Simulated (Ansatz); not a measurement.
# MgB$_{2}$

```xyz
3
Lattice="3.0850 0.0000 0.0000 -1.5425 2.6717 0.0000 0.0000 0.0000 3.5230" Properties=species:S:1:pos:R:3 pbc="T T T"
Mg    0.0000    0.0000    0.0000
B     0.0000    1.7811    1.7615
B     1.5425    0.8906    1.7615
```

Atoms are numbered in the order listed.

The cell is COD entry 1000026, as deposited and not checked against the literature; nothing was relaxed.

Methods: DFT, PBE, all-electron LAPW, scalar-relativistic (Ansatz 0.2.0); DFT, PBE, PAW with Ansatz's default frozen-core files, scalar-relativistic (Ansatz 0.2.0).

For LAPW: a Γ-centred 15×15×12 k mesh, Fermi–Dirac smearing of 0.05 eV, basis error target 0.5 meV/atom, no spin polarisation. PAW takes a cutoff of 420 eV at this cell. The Ansatz runs share mesh, smearing and spin set-up. Values come from LAPW unless marked.

- Löwdin charges (with 0.08 e of the cell spilling out of the atomic basis, so their sizes and signs hang on that basis): Mg1 1.65, B2 -0.79 e
- Volume per atom: 9.68 Å³

(1) Predict this quantity. Pressure at this cell.

(2) Predict this quantity. Band gap.

(3) Bader charges (from the PAW run): what does the calculation give?

(4) Give the computed value. Density of states at the Fermi level (0.2 eV bin).

(5) Stress xx, yy, zz (compression positive): what does the calculation give?

Answers

(1) -1.09 GPa.

(2) none: bands cross the Fermi level, a metal.

(3) Mg1 +1.63, B2 -0.82 e.

(4) 0.71 states/eV per cell.

(5) -1.74, -1.74, 0.21 GPa.
